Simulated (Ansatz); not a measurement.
# Titanium, diamond under RPBE: structure, energy and stiffness, part 2 of 2

Aim: take titanium in the diamond structure, relax it, solve it on a dense k-mesh, then scale the cell to 7 volumes from 88 to 112 % of the relaxed one and try a fit of the equation of state. Spin polarisation is left out. The k-meshes are 10×10×10 for the relaxation; 15×15×15 for the dense run; 11×11×11 for the volumes.

Ansatz 0.2.0; DFT, RPBE, plane waves (420 eV) with PAW, scalar-relativistic. Earlier steps stand in the parts before.

## Step 6: The cell scaled to 96 % of its volume

This is Ti in the diamond structure; at room conditions it is hcp.

File input.yaml:

```yaml
crystal:
  lattice:
    - [0.0, 2.8722254931, 2.8722254931]
    - [2.8722254931, 0.0, 2.8722254931]
    - [2.8722254931, 2.8722254931, 0.0]
  atoms:
    - { symbol: Ti, position: [0.125, 0.125, 0.125] }
    - { symbol: Ti, position: [0.875, 0.875, 0.875] }
hamiltonian:
  xc: rpbe
  pseudopotentials:
    kind: paw
    azcp:
      Ti: "pseudopotentials/Ti.paw.azcp"
basis:
  ecutwfc: 420
  fft_grid_basis: typed
kpoints:
  mp_grid: { grid: [11, 11, 11], shift: [0, 0, 0] }
magnetization:
  spin_polarized: false
scf:
  occupations: { method: fermi_dirac, width: 0.1 }
  lower_state_search: "off"
output:
  stress: true
  write_density: true
  write_potential: true
  elf: true
  volumetric_format: npy
```

Output, shortened:

```text
Warning: RAYON_NUM_THREADS=2 ignored (pool sized by the plan → 2); use --threads N
[...]
Pseudopotentials: kind: paw
Pseudopotential: Ti, paw, valence charge 12, recommended cutoff 420 eV (normal), <dir>
Functional definition: RPBE
[...]
Crystal: 2 atoms, lattice volume = 47.390 Å³
Basis set: ecut = 420 eV, 941 PW (Γ)
Bands: 16, of which v1, the nominal top of the filled ones, is band 12 counted from 1 (11 counted from 0)
Symmetry: 48 space group operations
Space group: Fd-3m (ITA 227), of the structure as read, at distance tolerance 3.6e-5 Å
k-points: 56 of 1331
[...]
SCF iter   1: F=—  HF=-5003.469861 eV  |F-HF|=—  |Δ(HF+E_count)|=         —  Δρ=6.24e-3  dr2=1.15e-2  ethr=1.77e-3  ⟨swp⟩=4.0  Hψ=3632  notcnv=0
[...]
SCF iter   7: F=-5003.473193 eV  HF=-5003.473193 eV  |F-HF|=3.11e-9  |Δ(HF+E_count)|=   1.11e-7  Δρ=3.24e-6  dr2=4.17e-9  ethr=4.17e-10  ⟨swp⟩=7.0  Hψ=4823  notcnv=0
[...]
SCF converged after 7 iterations
Free energy (F): -5003.473193 eV
[...]
E sigma→0 (E₀):  -5003.361450 eV
Entropy (-TS):   -0.223487 eV (-111.743 meV/atom)
Fermi energy:    8.901413 eV
[...]
--- Stress (GPa, compression-positive) ---
        1.186403       0.000000       0.000000
        0.000000       1.186403      -0.000000
       -0.000000       0.000000       1.186403
  P = ⅓ Tr σ = 1.1864 GPa (11.864 kbar)
--- Band table (eV; the first three rows and the last of 56) ---
  k-point 0: bands = ["-47.9337", "-47.4905", "-24.3290", "-24.3290", "-24.3290", "-23.6640", "-23.6640", "-23.6640", "4.1908", "8.3524", "8.3524", "8.7625", "8.7625", "8.7625", "10.5391", "10.5391"]
[...]
```

Run time: 1.6 s. Hardware: 2 threads of Arm Neoverse V2, shared host; peak memory 0.32 GiB.

## Step 7: The cell scaled to 100 % of its volume

input.yaml, as its differences from that of step 6:

```diff
@@ -2,5 +2,5 @@
   lattice:
-    - [0.0, 2.8722254931, 2.8722254931]
-    - [2.8722254931, 0.0, 2.8722254931]
-    - [2.8722254931, 2.8722254931, 0.0]
+    - [0.0, 2.9115759376, 2.9115759376]
+    - [2.9115759376, 0.0, 2.9115759376]
+    - [2.9115759376, 2.9115759376, 0.0]
   atoms:
```

Output, shortened:

```text
Warning: RAYON_NUM_THREADS=2 ignored (pool sized by the plan → 2); use --threads N
[...]
Pseudopotentials: kind: paw
Pseudopotential: Ti, paw, valence charge 12, recommended cutoff 420 eV (normal), <dir>
Functional definition: RPBE
[...]
Crystal: 2 atoms, lattice volume = 49.364 Å³
Basis set: ecut = 420 eV, 941 PW (Γ)
Bands: 16, of which v1, the nominal top of the filled ones, is band 12 counted from 1 (11 counted from 0)
Symmetry: 48 space group operations
Space group: Fd-3m (ITA 227), of the structure as read, at distance tolerance 3.7e-5 Å
k-points: 56 of 1331
[...]
SCF iter   1: F=—  HF=-5003.477434 eV  |F-HF|=—  |Δ(HF+E_count)|=         —  Δρ=5.41e-3  dr2=9.79e-3  ethr=1.77e-3  ⟨swp⟩=4.0  Hψ=3635  notcnv=0
[...]
SCF iter   7: F=-5003.480429 eV  HF=-5003.480429 eV  |F-HF|=4.21e-9  |Δ(HF+E_count)|=   1.06e-7  Δρ=3.48e-6  dr2=4.84e-9  ethr=4.17e-10  ⟨swp⟩=6.9  Hψ=5024  notcnv=0
[...]
SCF converged after 7 iterations
Free energy (F): -5003.480429 eV
[...]
E sigma→0 (E₀):  -5003.361257 eV
Entropy (-TS):   -0.238344 eV (-119.172 meV/atom)
Fermi energy:    8.423831 eV
[...]
--- Stress (GPa, compression-positive) ---
        0.030546       0.000000      -0.000000
        0.000000       0.030546      -0.000000
       -0.000000      -0.000000       0.030546
  P = ⅓ Tr σ = 0.0305 GPa (0.305 kbar)
--- Band table (eV; the first three rows and the last of 56) ---
  k-point 0: bands = ["-48.4302", "-48.0445", "-24.8117", "-24.8117", "-24.8117", "-24.2126", "-24.2126", "-24.2126", "3.7950", "7.9391", "7.9391", "8.2899", "8.2899", "8.2899", "10.0048", "10.0048"]
[...]
```

Run time: 1.5 s. Hardware: 2 threads of Arm Neoverse V2, shared host; peak memory 0.33 GiB.

## Step 8: The cell scaled to 104 % of its volume

input.yaml, as its differences from that of step 7:

```diff
@@ -2,5 +2,5 @@
   lattice:
-    - [0.0, 2.9115759376, 2.9115759376]
-    - [2.9115759376, 0.0, 2.9115759376]
-    - [2.9115759376, 2.9115759376, 0.0]
+    - [0.0, 2.9498905412, 2.9498905412]
+    - [2.9498905412, 0.0, 2.9498905412]
+    - [2.9498905412, 2.9498905412, 0.0]
   atoms:
```

Output, shortened:

```text
Warning: RAYON_NUM_THREADS=2 ignored (pool sized by the plan → 2); use --threads N
[...]
Pseudopotentials: kind: paw
Pseudopotential: Ti, paw, valence charge 12, recommended cutoff 420 eV (normal), <dir>
Functional definition: RPBE
[...]
Crystal: 2 atoms, lattice volume = 51.339 Å³
Basis set: ecut = 420 eV, 965 PW (Γ)
Bands: 16, of which v1, the nominal top of the filled ones, is band 12 counted from 1 (11 counted from 0)
Symmetry: 48 space group operations
Space group: Fd-3m (ITA 227), of the structure as read, at distance tolerance 3.7e-5 Å
k-points: 56 of 1331
[...]
SCF iter   1: F=—  HF=-5003.472292 eV  |F-HF|=—  |Δ(HF+E_count)|=         —  Δρ=4.65e-3  dr2=8.29e-3  ethr=1.77e-3  ⟨swp⟩=4.0  Hψ=3639  notcnv=0
[...]
SCF iter   7: F=-5003.474886 eV  HF=-5003.474886 eV  |F-HF|=4.47e-9  |Δ(HF+E_count)|=   8.89e-8  Δρ=4.08e-6  dr2=7.14e-9  ethr=4.17e-10  ⟨swp⟩=7.3  Hψ=5215  notcnv=0
[...]
SCF converged after 7 iterations
Free energy (F): -5003.474886 eV
[...]
E sigma→0 (E₀):  -5003.348020 eV
Entropy (-TS):   -0.253732 eV (-126.866 meV/atom)
Fermi energy:    7.979624 eV
[...]
--- Stress (GPa, compression-positive) ---
       -0.897395       0.000000       0.000000
        0.000000      -0.897395      -0.000000
       -0.000000       0.000000      -0.897395
  P = ⅓ Tr σ = -0.8974 GPa (-8.974 kbar)
--- Band table (eV; the first three rows and the last of 56) ---
  k-point 0: bands = ["-48.8961", "-48.5594", "-25.2643", "-25.2643", "-25.2643", "-24.7233", "-24.7233", "-24.7233", "3.4316", "7.5541", "7.5541", "7.8514", "7.8514", "7.8514", "9.5098", "9.5098"]
[...]
```

It took 1.6 s on 2 threads of Arm Neoverse V2, shared host; peak memory 0.33 GiB.

## Step 9: The cell scaled to 108 % of its volume

input.yaml, as its differences from that of step 8:

```diff
@@ -2,5 +2,5 @@
   lattice:
-    - [0.0, 2.9498905412, 2.9498905412]
-    - [2.9498905412, 0.0, 2.9498905412]
-    - [2.9498905412, 2.9498905412, 0.0]
+    - [0.0, 2.9872348922, 2.9872348922]
+    - [2.9872348922, 0.0, 2.9872348922]
+    - [2.9872348922, 2.9872348922, 0.0]
   atoms:
@@ -26,5 +26 @@
   stress: true
-  write_density: true
-  write_potential: true
-  elf: true
-  volumetric_format: npy
```

Output, shortened:

```text
Warning: RAYON_NUM_THREADS=2 ignored (pool sized by the plan → 2); use --threads N
[...]
Pseudopotentials: kind: paw
Pseudopotential: Ti, paw, valence charge 12, recommended cutoff 420 eV (normal), <dir>
Functional definition: RPBE
[...]
Crystal: 2 atoms, lattice volume = 53.314 Å³
Basis set: ecut = 420 eV, 1037 PW (Γ)
Bands: 16, of which v1, the nominal top of the filled ones, is band 12 counted from 1 (11 counted from 0)
Symmetry: 48 space group operations
Space group: Fd-3m (ITA 227), of the structure as read, at distance tolerance 3.8e-5 Å
k-points: 56 of 1331
[...]
SCF iter   1: F=—  HF=-5003.456777 eV  |F-HF|=—  |Δ(HF+E_count)|=         —  Δρ=3.96e-3  dr2=6.85e-3  ethr=1.77e-3  ⟨swp⟩=4.0  Hψ=3636  notcnv=0
[...]
SCF iter   7: F=-5003.459044 eV  HF=-5003.459044 eV  |F-HF|=4.63e-9  |Δ(HF+E_count)|=   8.77e-8  Δρ=3.42e-6  dr2=5.25e-9  ethr=4.17e-10  ⟨swp⟩=4.0  Hψ=2809  notcnv=0
[...]
SCF converged after 7 iterations
Free energy (F): -5003.459044 eV
[...]
E sigma→0 (E₀):  -5003.324754 eV
Entropy (-TS):   -0.268579 eV (-134.289 meV/atom)
Fermi energy:    7.565699 eV
[...]
--- Stress (GPa, compression-positive) ---
       -1.649848      -0.000000      -0.000000
        0.000000      -1.649848       0.000000
       -0.000000      -0.000000      -1.649848
  P = ⅓ Tr σ = -1.6498 GPa (-16.498 kbar)
```

It took 1.1 s on 2 threads of Arm Neoverse V2, shared host; peak memory 0.32 GiB.

## Step 10: The cell scaled to 112 % of its volume

input.yaml, as its differences from that of step 9:

```diff
@@ -2,5 +2,5 @@
   lattice:
-    - [0.0, 2.9872348922, 2.9872348922]
-    - [2.9872348922, 0.0, 2.9872348922]
-    - [2.9872348922, 2.9872348922, 0.0]
+    - [0.0, 3.0236681767, 3.0236681767]
+    - [3.0236681767, 0.0, 3.0236681767]
+    - [3.0236681767, 3.0236681767, 0.0]
   atoms:
```

Output, shortened:

```text
Warning: RAYON_NUM_THREADS=2 ignored (pool sized by the plan → 2); use --threads N
[...]
Pseudopotentials: kind: paw
Pseudopotential: Ti, paw, valence charge 12, recommended cutoff 420 eV (normal), <dir>
Functional definition: RPBE
[...]
Crystal: 2 atoms, lattice volume = 55.288 Å³
Basis set: ecut = 420 eV, 1067 PW (Γ)
Bands: 16, of which v1, the nominal top of the filled ones, is band 12 counted from 1 (11 counted from 0)
Symmetry: 48 space group operations
Space group: Fd-3m (ITA 227), of the structure as read, at distance tolerance 3.8e-5 Å
k-points: 56 of 1331
[...]
SCF iter   1: F=—  HF=-5003.432778 eV  |F-HF|=—  |Δ(HF+E_count)|=         —  Δρ=3.31e-3  dr2=5.43e-3  ethr=1.77e-3  ⟨swp⟩=4.0  Hψ=3651  notcnv=0
[...]
SCF iter   7: F=-5003.434776 eV  HF=-5003.434776 eV  |F-HF|=4.57e-9  |Δ(HF+E_count)|=   7.24e-8  Δρ=2.56e-6  dr2=3.26e-9  ethr=4.17e-10  ⟨swp⟩=4.0  Hψ=2809  notcnv=0
[...]
SCF converged after 7 iterations
Free energy (F): -5003.434776 eV
[...]
E sigma→0 (E₀):  -5003.293622 eV
Entropy (-TS):   -0.282307 eV (-141.154 meV/atom)
Fermi energy:    7.179703 eV
[...]
--- Stress (GPa, compression-positive) ---
       -2.270206      -0.000000       0.000000
        0.000000      -2.270206      -0.000000
        0.000000       0.000000      -2.270206
  P = ⅓ Tr σ = -2.2702 GPa (-22.702 kbar)
```

Wall time 1.2 s (2 threads of Arm Neoverse V2, shared host); peak memory 0.32 GiB.

## Step 11: Fitting the volumes

All volumes keep the relaxed shape and fractional coordinates.

```
V (Å³/atom)  E − E₀ (meV/atom)  P from the stress (GPa)  P from the fit (GPa)
     21.720               27.8                     4.29                  4.04
     22.708                9.2                     2.61                  2.11
     23.695                0.8                     1.19                  0.61
     24.682                0.9                     0.03                 -0.58
     25.670                7.5                    -0.90                 -1.51
     26.657               19.2                    -1.65                 -2.24
     27.644               34.7                    -2.27                 -2.81
```

Fit (Birch-Murnaghan, third order): V₀ = 24.170 Å³/atom, B₀ = 29 GPa, B₀′ = 4.9, largest residual 0.10 meV/atom.

The fit is made to E(σ → 0), while the stress belongs to the free energy F; that is one source of the offset between the two pressures.

## Step 12: What came out

The summary covers parts 1 to 2.

| quantity | value |
| --- | --- |
| space group (spins left aside) | Fd-3m (No. 227) |
| conventional cell | a = 5.823 Å |
| volume | 24.682 Å³/atom |
| shortest distance | 2.521 Å |
| gap on the mesh | none (levels filled in part) |
| relative to hcp | +2358 meV/atom |
| V₀, B₀, B₀′ | 24.170 Å³/atom, 29 GPa, 4.9 |

From the guessed start the volume grew by 3.5 % in 4 steps. It lies 2358 meV/atom above the element's reference form at the same level (hcp, from a run of its own). No gap shows: it is a metal or semimetal at this level. The fitted modulus is 29 GPa. The symmetry was held, so the structure may be unstable against distortions that break it.
